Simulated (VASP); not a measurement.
Here is a VASP 6.6.1 calculation.

Contents of INCAR:

```
SYSTEM = Mg
PREC = Accurate
ENCUT = 600
EDIFF = 1E-7
ISMEAR = 0
SIGMA = 0.1
LREAL = .FALSE.
LASPH = .TRUE.
NELM = 100
ALGO = Normal
ISIF = 3
LWAVE = .FALSE.
LCHARG = .FALSE.
GGA = PE
IVDW = 12
IBRION = 2
NSW = 70
EDIFFG = -0.005
```

File KPOINTS:

```
Automatic mesh
0
G
  15 15 4
  0 0 0
```

File POSCAR:

```
Mg
1.0
    3.2102761295      0.0000000000      0.0000000000
   -1.6051380647      2.7801806813      0.0000000000
    0.0000000000      0.0000000000     10.3191049828
Mg
4
Direct
    0.0000000000      0.0000000000      0.0000000000
    0.3333333333      0.6666666667      0.2500000000
    0.0000000000      0.0000000000      0.5000000000
    0.6666666667      0.3333333333      0.7500000000
```

Potentials or basis: VASP PAW PBE potentials, release 64 (Mg).

Launch:

```sh
$ cat potpaw_PBE.64/Mg/POTCAR > POTCAR
$ mpirun -np 1 vasp_std > vasp.out
```

Question: Estimate the relaxed volume.

Answer: 21.71 Å³/atom.

Question: What does it give for the dispersion energy per atom?

Answer: -0.300 eV.

Question: Estimate the relaxed cell.

Answer: a = 3.148 Å, b = 3.148 Å, c = 10.119 Å, α = 90.00°, β = 90.00°, γ = 120.00°.

Question: What does it give for the space group after relaxing (to 0.05 Å)?

Answer: P6_3/mmc (No. 194).

Final structure:
```
Mg
1.0
     3.14770    0.00000    0.00000
    -1.57385    2.72599    0.00000
     0.00000    0.00000   10.11941
Mg
4
Direct
  0.00000 0.00000 0.00000
  0.33333 0.66667 0.25000
  0.00000 0.00000 0.50000
  0.66667 0.33333 0.75000
```

Caveat: pairwise dispersion overbinds metals, which lowers pressure and volume.
